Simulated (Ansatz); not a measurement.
Level of theory: DFT PBE, scalar-relativistic, plane waves, PAW (Ansatz 0.2.0). Settings: cutoff 420 eV, Γ-centred meshes spaced at most about 0.3 Å⁻¹, and about 0.25 Å⁻¹ or finer for metals (2π included), Gaussian smearing. No spin polarisation.

All energies are static (0 K, no zero-point motion).

Two relaxed structures of Li3H2:

1.

```cif
data_structure
_symmetry_space_group_name_H-M 'R-3m:H'
_symmetry_Int_Tables_number 166
_cell_length_a 2.8284
_cell_length_b 2.8284
_cell_length_c 22.0054
_cell_angle_alpha 90.000
_cell_angle_beta 90.000
_cell_angle_gamma 120.000
_cell_volume 152.45
loop_
_atom_site_label
_atom_site_type_symbol
_atom_site_symmetry_multiplicity
_atom_site_Wyckoff_symbol
_atom_site_fract_x
_atom_site_fract_y
_atom_site_fract_z
_atom_site_occupancy
Li1 Li 3 a 0.00000 0.00000 0.00000 1
Li2 Li 6 c 0.33333 0.66667 0.89350 1
H1 H 6 c 0.66667 0.33333 0.72076 1
```

2.

```cif
data_structure
_symmetry_space_group_name_H-M 'I4/mmm'
_symmetry_Int_Tables_number 139
_cell_length_a 2.8411
_cell_length_b 2.8411
_cell_length_c 12.5196
_cell_angle_alpha 90.000
_cell_angle_beta 90.000
_cell_angle_gamma 90.000
_cell_volume 101.06
loop_
_atom_site_label
_atom_site_type_symbol
_atom_site_symmetry_multiplicity
_atom_site_Wyckoff_symbol
_atom_site_fract_x
_atom_site_fract_y
_atom_site_fract_z
_atom_site_occupancy
Li1 Li 4 e 0.00000 0.00000 0.32968 1
Li2 Li 2 a 0.00000 0.00000 0.00000 1
H1 H 4 e 0.00000 0.00000 0.16549 1
```

Task: Which form is favoured at zero pressure, and by what margin per atom?

Result: Cell 1 is lower, by 55 meV/atom. Cell 1 has the anti-tetradymite type, space group R-3m (No. 166), 10.2 Å³/atom and no gap on its mesh; cell 2 has space group I4/mmm (No. 139), 10.1 Å³/atom and no gap. Counting H atoms around Li (those within 1.25 times the shortest such distance or 1.15 times the sum of covalent radii, 1.27 where that leaves under three; a slash parts the counts of unlike sites), cell 1 has Li 3/6 and cell 2 has Li 2/5. In cell 1, Li on a site of symmetry -3m is surrounded by 6 H at 2.02 Å; Li on a site of symmetry 3m is surrounded by 3 H at 2.00 Å; H is surrounded by 6 Li at 2.00–2.02 Å. In cell 2, around Li on a site of symmetry 4mm lie 5 H at 2.01–2.06 Å; Li on a site of symmetry 4/mmm has 2 H at 2.07 Å; around H lie 6 Li at 2.01–2.07 Å. Both come from invented guesses. Checks on cell 2: no imaginary mode at Γ (other wave vectors untested).

With hydrogen, zero-point motion can shift such differences by 10 meV/atom or more. Cells relaxed within their symmetry can be saddle points.
